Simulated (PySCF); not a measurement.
An unknown shows these calculated signals:

¹H NMR (300 MHz, computed): δ 6.29 (m, 2H), 2.65 (m, 4H).

¹³C{¹H} NMR (computed): δ 145.8 (CH), 32.8 (CH2).

Calculated, not measured (PySCF 2.14.0 with density-fitted response routines): B3LYP/pcJ-1 coupling constants (without the spin–dipole term), PBE0/pcSseg-1 with gauge-including orbitals, GFN2-xTB geometry. Non-relativistic Hamiltonian, one conformer, no solvent model, one averaged value for each set of equivalent atoms.

δ = σ(ref) − σ, references computed at the same level: TMS for ¹H (31.72 ppm) and ¹³C (186.93 ppm).

**Question.** Which of these does the molecule contain: a benzene ring, a non-aromatic C=C double bond, a ketone, an ester?

**Answer.** 
- A benzene ring: no.
- A non-aromatic C=C double bond: yes.
- A ketone: no.
- An ester: no.

The data belong to `C1=CCC1`, C4H6; they needn't prove each group on their own.

Carbon signals by region: 1 in the sp2 and nitrile region (100–160 ppm), 1 below 50 ppm.

Splittings below 1 Hz are ignored in the labels, and close J values are merged. Couplings among chemically equivalent protons are left out too, so labels in AA′BB′ or AA′XX′ sets are apparent multiplicities. Unscaled 3J(H,H) at this level run about 10 % above measured values. Shifts are as computed. Against solution values, carbons near 30 ppm lie about +3 ppm off and those near 130 ppm about +5 ppm. Of 1211 compounds with measured shifts, 218 miss one by over three times the rms of a fit or turn the order of signals round; such compounds aren't used in these exercises.
